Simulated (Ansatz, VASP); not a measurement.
**W in VASP and in Ansatz**

```
W
1.0
     2.21551   -4.98771    0.00000
     2.21551    4.98771    0.00000
     0.00000    0.00000    3.07638
W
4
Cartesian
  2.2155 -1.3292 1.5382
  2.2155 3.6585 3.0764
  2.2155 1.3292 1.5382
  2.2155 -3.6585 0.0000
```

Alike in both runs: functional PBE; k mesh 12 × 12 × 16; occupations gaussian, width 0.1 eV; no spin polarisation.

Ansatz relaxed the structure, and its values are those at the end. VASP's run is a single point on that final structure, the one shown.

|  | VASP | Ansatz |
| --- | --- | --- |
| version | VASP 6.6.1 | Ansatz 0.2.0 |
| potentials or method | VASP PAW PBE potentials, release 64 (W_sv) | scalar-relativistic, plane waves, PAW |
| plane-wave cutoff (eV) | 520 | 420 |
| valence electrons in the cell | 56 | 56 |

VASP gave:

| Quantity | Value |
| --- | --- |
| gap on the k mesh at the Fermi level (eV) | none |
| pressure (GPa) | 0.5 |

Q: Which values does Ansatz return?

A: gap on the k mesh at the Fermi level (eV): none; pressure (GPa): 0.0.

A gap of «none» marks a metal or a gap that the smearing closes. Ansatz warned: «structure_snapped_to_symmetry».

The runs have no spin-orbit coupling, so splittings on W are missing.
